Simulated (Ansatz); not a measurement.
The calculation used DFT PBEsol, scalar-relativistic, plane waves, PAW (Ansatz).

Plane waves to 420 eV, a k mesh through Γ of 12×12×18 on the computed 4-atom cell and Gaussian smearing (0.10 eV); no spin polarisation.

Structure with the computed forces (eV/Å) in the last three columns:

```xyz
4
Lattice="3.6098 0.0000 0.0000 0.0000 3.6098 0.0000 0.0000 0.0000 2.2320" Properties=species:S:1:pos:R:3:forces:R:3 pbc="T T T" pressure_GPa=11.41
Be    1.0327    1.0327    0.0000    0.1870    0.1870    0.0000
Be    2.5771    2.5771    0.0000   -0.1870   -0.1870    0.0000
Be    0.7722    2.8376    1.1160   -0.1870    0.1870    0.0000
Be    2.8376    0.7722    1.1160    0.1870   -0.1870    0.0000
```

Stress tensor (GPa, compression positive):

```
10.12  0.00  0.00
 0.00 10.12  0.00
 0.00  0.00 13.99
```

This form isn't the element's structure at ambient conditions.